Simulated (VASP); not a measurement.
N, 8 atoms in the cell. Symmetry: P2_13, No. 198, cubic system. The conventional cell has a = 5.815 Å, b = 5.815 Å, c = 5.815 Å, α = 90.00°, β = 90.00°, γ = 90.00°. Around N (site symmetry 3) lie 1 N at 1.11 Å. N (site symmetry 3) is surrounded by 1 N at 1.11 Å. 

* Program: VASP 6.6.1
* Task: band structure
* Functional: r2SCAN
* Potentials or basis: VASP PAW PBE potentials, release 64 (N)
* Cutoff: 520 eV
* k mesh: 6 × 6 × 6
* Occupations: gaussian, width 0.02 eV
* Spin: no spin polarisation
* Ladder: gaps
* Further INCAR settings: ALGO = Normal; EDIFF = 1e-06; NBANDS = 30

Potentials or basis: VASP PAW PBE potentials, release 64 (N).

Launch:

```bash
$ cat potpaw_PBE.64/N/POTCAR > POTCAR
$ mpirun -np 2 vasp_std > vasp.out
```

Hardware: 2 MPI ranks on Intel(R) Xeon(R) 6975P-C (Granite Rapids) (shared host).

Problem. Estimate the wall time of this run.

Solution. It took 11 min on 2 MPI ranks on Intel(R) Xeon(R) 6975P-C (Granite Rapids) (shared host), peak memory 0.46 GiB a rank. Counts: scf iterations 60, k points 24.
